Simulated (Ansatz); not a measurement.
Computed with Ansatz 0.2.0, DFT PBE, scalar-relativistic, plane waves, PAW. Settings: cutoff 420 eV, Γ-centred meshes spaced at most about 0.3 Å⁻¹, and about 0.25 Å⁻¹ or finer for metals (2π included), Gaussian smearing. No spin polarisation in the final relaxations.

These are static total energies at zero pressure.

Compare these two cells of SiC, each relaxed at this level.

1.

```cif
data_structure
_symmetry_space_group_name_H-M 'P4_12_12'
_symmetry_Int_Tables_number 92
_cell_length_a 5.3366
_cell_length_b 5.3366
_cell_length_c 2.9329
_cell_angle_alpha 90.000
_cell_angle_beta 90.000
_cell_angle_gamma 90.000
_cell_volume 83.53
loop_
_atom_site_label
_atom_site_type_symbol
_atom_site_symmetry_multiplicity
_atom_site_Wyckoff_symbol
_atom_site_fract_x
_atom_site_fract_y
_atom_site_fract_z
_atom_site_occupancy
Si1 Si 4 a 0.67179 0.67179 0.50000 1
C1 C 4 a 0.82947 0.82947 0.00000 1
```

2.

```cif
data_structure
_symmetry_space_group_name_H-M 'Cmmm'
_symmetry_Int_Tables_number 65
_cell_length_a 2.5250
_cell_length_b 11.7797
_cell_length_c 3.0817
_cell_angle_alpha 90.000
_cell_angle_beta 90.000
_cell_angle_gamma 90.000
_cell_volume 91.66
loop_
_atom_site_label
_atom_site_type_symbol
_atom_site_symmetry_multiplicity
_atom_site_Wyckoff_symbol
_atom_site_fract_x
_atom_site_fract_y
_atom_site_fract_z
_atom_site_occupancy
Si1 Si 4 j 0.00000 0.89296 0.50000 1
C1 C 4 i 0.00000 0.78346 0.00000 1
```

**Question.** Which is lower in energy, and by how much?

**Answer.** Cell 1 is lower, by 127 meV/atom. Cell 1 has space group P4_12_12 (No. 92), 10.4 Å³/atom and a gap of 0.49 eV on its mesh; cell 2 has space group Cmmm (No. 65), 11.5 Å³/atom and no gap. Counting C atoms around Si (those within 1.25 times the shortest such distance or 1.15 times the sum of covalent radii), cell 1 has Si 4 and cell 2 has Si 2. Cell 2 holds Si–Si chains (shortest 2.52 Å) and C–C chains (shortest 1.49 Å); in cell 1 the shortest Si–Si distance is 2.89 Å and the shortest C–C distance is 2.89 Å. The denser one is the lower, and pressure would at first widen the difference. Even the lower one lies +0.36 eV/atom against the reference forms of the elements (uncorrected), so neither is stable at this level. In cell 1, Si has 4 C at 1.89–1.97 Å; around C lie 4 Si at 1.89–1.97 Å. In cell 2, Si is surrounded by 2 C at 2.01 Å and 3 Si at 2.52–2.53 Å; C has 2 C at 1.49 Å and 2 Si at 2.01 Å. Both come from invented guesses. The part of the Crystallography Open Database at hand lists SiC in space groups No. 36, 156, 160, 186, 216; no cell shown has one of them.

Kohn–Sham gaps at this level usually fall short of measured ones. Cells relaxed within their symmetry can be saddle points.
